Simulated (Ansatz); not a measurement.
FeSi2 (Linzhiite):

```
CELL_PARAMETERS angstrom
2.68400 0.00000 0.00000
0.00000 2.68400 0.00000
0.00000 0.00000 5.12800
ATOMIC_POSITIONS crystal
Fe 0.00000 0.00000 0.00000
Si 0.50000 0.50000 0.73000
Si 0.50000 0.50000 0.27000
```

* Program: Ansatz 0.2.0
* Task: relaxation of cell and atoms
* Functional: LDA
* Potentials or basis: Ansatz PAW
* Cutoff: 420 eV (not typed: the program's choice for these potentials)
* k mesh: 10 × 10 × 5
* Occupations: fermi-dirac, width 0.05 eV
* Spin: collinear spin, ferromagnetic start
* Starting moments: [3.0, 0.0, 0.0] μB
* Hubbard terms: Fe d U = 1 eV

At the start: volume 12.31 Å³/atom.

Task: Where does the relaxation end?

Result: It ends after 6 steps and the volume is 11.91 Å³/atom (-3.2 %); space group P4/mmm (No. 123, to 0.05 Å); moment 0.11 μB per cell.

Step by step:
```csv
step,energy change (eV),largest force (eV/Å),volume (Å³)
1,0.0000,0.0326,36.94
2,-0.0224,0.0969,36.15
3,-0.0261,0.0120,35.72
4,-0.0261,0.0011,35.74
5,-0.0254,0.0008,35.74
6,-0.0254,0.0008,35.74
```

Final structure:
```
CELL_PARAMETERS angstrom
2.65657 0.00000 0.00000
0.00000 2.65657 0.00000
0.00000 0.00000 5.06487
ATOMIC_POSITIONS crystal
Fe 0.00000 0.00000 0.00000
Si 0.50000 0.50000 0.72887
Si 0.50000 0.50000 0.27113
```

Caveat: the magnetic or orbital state may not be the lowest; the plane-wave basis is chosen anew once the cell has moved, so the energies of steps on either side of that aren't comparable; the PAW data sets come from PBE, with cores solved anew for the run's functional, which leaves a small shift of forces and pressure; the U is typed as a test and isn't derived for this compound; the starting moments weren't kept.
